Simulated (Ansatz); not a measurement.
**An added S started as a split pair with a S atom in rocksalt MgS, 65 atoms, charge +1**

These are results of DFT, PBEsol, PAW, plane waves (Ansatz), not measurements.

Command:

```sh
ansatz run in.yaml --threads 8 --pin off --max-ram 118750MiB --runs-dir r --events-out ev --progress --plain --backend cuda --devices 0, --max-vram 170GiB
```

The input less its lattice and atoms (starting moments on atoms near the defect: 1 μB in all):

```yaml
crystal:
  symmetry: { detect: false }
kpoints:
  mp_grid: { grid: [1, 1, 1], shift: [0.25, 0.25, 0.25] }
hamiltonian:
  xc: pbesol
total_charge: 1
magnetization:
  spin_polarized: true
scf:
  occupations: { method: fermi_dirac, width: 0.01 }
relax:
  f_tol: 0.03
  max_steps: 80
  escape_saddle: false
  adjacent_minimum: "off"
output:
  forces: true
  eigenvalues: true
  populations: true
  charged_corrections: { epsilon: 10 }
```

Start:

```
S Mg
1.0
    10.36396    0.00000    0.00000
     0.00000   10.36396    0.00000
     0.00000    0.00000   10.36396
S Mg
33 32
Direct
  0.25213 0.00013 0.00012
  0.24822 0.99730 0.49885
  0.25396 0.50230 0.99718
  0.17035 0.42356 0.49810
  0.75284 0.99944 0.00138
  0.75271 0.99893 0.49948
  0.75017 0.49874 0.99613
  0.75191 0.50275 0.50480
  0.00133 0.24308 0.00061
  0.99909 0.25280 0.50245
  0.99873 0.74772 0.99601
  0.99918 0.75088 0.50038
  0.49937 0.25057 0.99996
  0.50055 0.24835 0.49989
  0.49795 0.75284 0.00026
  0.50212 0.74954 0.49920
  0.00177 0.00120 0.24917
  0.00056 0.00055 0.75268
  0.99832 0.49997 0.24893
  0.99748 0.50131 0.74922
  0.49949 0.00139 0.25080
  0.49701 0.00443 0.74744
  0.50135 0.49966 0.24880
  0.49776 0.50147 0.74676
  0.25037 0.24964 0.25101
  0.25194 0.25159 0.74637
  0.24932 0.74705 0.25001
  0.25127 0.75086 0.74827
  0.74872 0.25027 0.25061
  0.74978 0.25130 0.74883
  0.74998 0.75037 0.25286
  0.74865 0.74732 0.74977
  0.32894 0.57714 0.49702
  0.00147 0.99771 0.00116
  0.00108 0.00215 0.50272
  0.99917 0.49644 0.99844
  0.00135 0.50233 0.50014
  0.50183 0.00162 0.00195
  0.50341 0.99965 0.50253
  0.50077 0.50115 0.99803
  0.50173 0.50020 0.49946
  0.25066 0.24576 0.99789
  0.25021 0.24687 0.50123
  0.25089 0.75092 0.99694
  0.25000 0.75035 0.50133
  0.75284 0.24810 0.00170
  0.75097 0.24622 0.50267
  0.75216 0.75011 0.00177
  0.75111 0.75055 0.49998
  0.25041 0.99728 0.25165
  0.25252 0.99774 0.75054
  0.25095 0.49977 0.24965
  0.24820 0.50086 0.74775
  0.75091 0.99935 0.24930
  0.74997 0.00023 0.74936
  0.74913 0.49857 0.24810
  0.74976 0.49789 0.75082
  0.00131 0.25193 0.25001
  0.99955 0.25173 0.75131
  0.00479 0.74804 0.24749
  0.99891 0.75066 0.74836
  0.50123 0.25212 0.25298
  0.49912 0.24876 0.74769
  0.50203 0.74926 0.25183
  0.50130 0.74987 0.74897
```

Steps:

```tsv
step	energy less the first (eV)	largest force component (eV/Å)
start	0.000	7.720
1	-4.220	2.568
2	-5.014	0.930
3	-5.182	0.298
4	-5.298	0.185
5	-5.314	0.060
6	-5.317	0.034
7	-5.318	0.028
```

A structure on the way, about -5.01 eV from the start:

```
S Mg
1.0
    10.36396    0.00000    0.00000
     0.00000   10.36396    0.00000
     0.00000    0.00000   10.36396
S Mg
33 32
Cartesian
  2.6012 10.3618 0.0010
  2.5856 10.3589 5.1735
  2.6023 5.1842 10.3591
  1.9031 4.5040 5.0179
  7.7809 10.3632 0.0011
  7.7889 10.3603 5.1798
  7.7749 5.1765 10.3518
  7.7767 5.1877 5.1953
  0.0091 2.5795 0.0025
  10.3196 2.5541 5.2122
  0.0041 7.7650 10.3538
  0.0047 7.7713 5.1835
  5.1812 2.5916 10.3609
  5.1888 2.5891 5.1774
  5.1828 7.7780 10.3568
  5.2399 7.8204 5.1480
  0.0130 10.3592 2.5978
  0.0143 10.3615 7.7713
  10.3544 5.1798 2.5615
  0.0074 5.1848 7.7646
  5.1768 0.0064 2.5988
  5.1753 0.0147 7.7514
  5.1872 5.1812 2.5929
  5.1808 5.1845 7.7828
  2.5947 2.5877 2.5711
  2.5971 2.6009 7.7508
  2.5897 7.7554 2.6001
  2.5977 7.7804 7.7888
  7.7691 2.5950 2.6017
  7.7702 2.5978 7.7651
  7.7860 7.7644 2.5971
  7.7771 7.7676 7.7626
  3.2630 5.8443 5.3150
  0.0047 10.3566 0.0048
  10.3455 10.3636 5.1905
  10.3572 5.1727 10.3421
  10.1386 5.2623 5.1646
  5.1956 0.0051 0.0071
  5.2293 0.0033 5.1847
  5.1923 5.1818 0.0058
  5.4149 5.1097 5.2007
  2.6004 2.5667 10.3419
  2.6758 2.3545 5.1700
  2.6010 7.7799 0.0042
  2.5181 7.9967 5.2160
  7.7805 2.5796 0.0075
  7.7752 2.5495 5.1922
  7.7862 7.7776 0.0014
  7.7887 7.7985 5.1763
  2.5961 10.3480 2.5679
  2.6050 10.3613 7.8041
  2.6020 5.1791 2.5001
  2.5874 5.1820 7.8518
  7.7799 10.3581 2.5824
  7.7799 10.3631 7.7753
  7.7649 5.1744 2.5542
  7.7824 5.1760 7.7998
  10.3623 2.5833 2.5929
  10.3558 2.5862 7.7892
  0.0168 7.7704 2.5604
  10.3580 7.7801 7.7882
  5.1922 2.5929 2.5771
  5.1853 2.5818 7.7866
  5.2055 7.7804 2.5791
  5.2056 7.7805 7.7643
```

End:

```xyz
65
Lattice="10.3640 0.0000 0.0000 0.0000 10.3640 0.0000 0.0000 0.0000 10.3640" Properties=species:S:1:pos:R:3 pbc="T T T"
S     2.5963   10.3628   10.3616
S     2.5980   10.3629    5.1814
S     2.5962    5.1800   10.3617
S     1.9627    4.5508    4.7589
S     7.7785   10.3624   10.3622
S     7.7777   10.3618    5.1799
S     7.7787    5.1803   10.3616
S     7.7791    5.1814    5.1800
S     0.0008    2.5849   10.3331
S    10.3079    2.5262    5.1614
S     0.0057    7.7699   10.3616
S     0.0090    7.7650    5.1798
S     5.1858    2.5894   10.3616
S     5.1799    2.5922    5.1798
S     5.1909    7.7747    0.0270
S     5.2497    7.8339    5.2002
S    10.3628   10.3363    2.5854
S     0.0190    0.0077    7.7546
S    10.2989    5.1690    2.5069
S     0.0462    5.1910    7.7450
S     5.1740   10.3513    2.6054
S     5.1948    0.0227    7.7757
S     5.1473    5.1686    2.6137
S     5.2586    5.1902    7.8551
S     2.5850    2.5186    2.5077
S     2.6069    2.6304    7.7443
S     2.5849    7.7312    2.6134
S     2.6069    7.8421    7.8554
S     7.7524    2.5827    2.5851
S     7.7875    2.6030    7.7540
S     7.7677    7.7579    2.6052
S     7.8033    7.7784    7.7752
S     3.2394    5.8218    5.5995
Mg   10.3613   10.3598   10.3529
Mg   10.3303   10.3544    5.1685
Mg   10.3384    5.1766   10.3337
Mg   10.1209    5.2606    5.2080
Mg    5.1957   10.3637    0.0089
Mg    5.2268    0.0053    5.1917
Mg    5.2191    5.1820    0.0277
Mg    5.4385    5.0904    5.1504
Mg    2.5926    2.5584   10.3335
Mg    2.6734    2.3422    5.2048
Mg    2.5985    7.8030    0.0277
Mg    2.5086    8.0215    5.1492
Mg    7.7758    2.5812   10.3519
Mg    7.7709    2.5504    5.1680
Mg    7.7798    7.7796    0.0079
Mg    7.7856    7.8102    5.1912
Mg    2.5857   10.3368    2.5423
Mg    2.6077    0.0250    7.8180
Mg    2.5703    5.1545    2.4077
Mg    2.6239    5.2081    7.9513
Mg    7.7690   10.3528    2.5747
Mg    7.7899    0.0097    7.7853
Mg    7.7529    5.1696    2.5418
Mg    7.8052    5.1915    7.8180
Mg   10.3412    2.5610    2.5504
Mg    0.0050    2.5891    7.7529
Mg   10.3451    7.7521    2.5617
Mg    0.0239    7.7938    7.7970
Mg    5.1679    2.5652    2.5619
Mg    5.2091    2.6073    7.7968
Mg    5.1864    7.7700    2.6072
Mg    5.2128    7.7958    7.8098
```

The calculation finished and met its thresholds.

Time: 6.1 s of wall time on one NVIDIA GB200 with 8 processor threads, on a host shared with other runs; peak host memory 1.9 GiB.

Problem. How much energy did the relaxation gain, and which atom moved most?

Solution. 5.32 eV in 7 steps, from a start with small random displacements (neighbours that lie too close to an added atom are first pushed off); atom 33 (S) moved 0.51 Å, the median atom 0.05 Å (drift of the whole cell removed).

The moment started at 1 μB and ended at 1.0 μB; no other spin state is shown. The one k point has no symmetry partners, which can distort the end along one axis.
